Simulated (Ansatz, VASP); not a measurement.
## GaN: VASP beside Ansatz

```
Ga N
1.0
     0.00000    2.17943    2.35846
     2.17943    0.00000    2.35846
     2.17943    2.17943    0.00000
Ga N
1 1
Direct
  0.00000 0.00000 0.00000
  0.25000 0.25000 0.25000
```

Change from the starting cell: strained cell.

Alike in both runs: functional PBEsol; k mesh 10 × 10 × 10; occupations gaussian, width 0.02 eV; no spin polarisation.

Ansatz relaxed the structure, and its values are those at the end. VASP's run is a single point on that final structure, the one shown.

|  | VASP | Ansatz |
| --- | --- | --- |
| version | VASP 6.6.1 | Ansatz 0.2.0 |
| potentials or method | VASP PAW PBE potentials, release 64 (Ga_d, N) | scalar-relativistic, plane waves, PAW |
| plane-wave cutoff (eV) | 520 | 420 |
| valence electrons in the cell | 18 | 18 |

|  | VASP | Ansatz | Ansatz less VASP |
| --- | --- | --- | --- |
| gap on the k mesh at the Fermi level (eV) | 1.65 | 1.64 | -0.016 |
| least direct gap on the mesh (eV) | 1.65 | 1.64 | -0.016 |
| pressure (GPa) | 2.5 | 2.6 | +0.11 |

The functional is the same, so the differences come from potentials, cutoffs and numerics. Ansatz warned: «pseudo_functional_mismatch».

Caveats: the PAW data sets were made with another functional, which shifts forces and pressure a little (VASP).
